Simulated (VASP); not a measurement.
NaF (Villiaumite), 2 atoms in the cell. The structure is cubic, space group Fm-3m (No. 225). Conventional cell: a = 4.719 Å, b = 4.719 Å, c = 4.719 Å, α = 90.00°, β = 90.00°, γ = 90.00°. Na (site symmetry m-3m) has 6 F at 2.36 Å as nearest neighbours. Around F (site symmetry m-3m) lie 6 Na at 2.36 Å.  The cell isn't the ideal one: a relaxed cell with its volume scaled by 1.06.

```yaml
Program: VASP 6.6.1
Task: relaxation of the atoms
Functional: PBEsol
Potentials_or_basis: VASP PAW PBE potentials, release 64 (Na_pv, F)
Cutoff: 600 eV
k_mesh: 10 × 10 × 10
Occupations: gaussian, width 0.03 eV
Spin: no spin polarisation
Further_INCAR_settings: ALGO = Normal; EDIFF = 1e-07; IBRION = 2; EDIFFG = -0.01; NSW = 40
```

Potentials or basis: VASP PAW PBE potentials, release 64 (Na_pv, F).

The run is started by

```console
$ cat potpaw_PBE.64/Na_pv/POTCAR potpaw_PBE.64/F/POTCAR > POTCAR
$ mpirun -np 1 vasp_std > vasp.out
```

Hardware: 1 thread of Intel(R) Xeon(R) 6975P-C (Granite Rapids), on a shared host.

Estimate the wall time of this run.

Wall time 6.9 s on 1 thread of Intel(R) Xeon(R) 6975P-C (Granite Rapids) (shared host), peak memory 0.15 GiB. Counts: scf iterations 13, k points 47, ion steps 1.
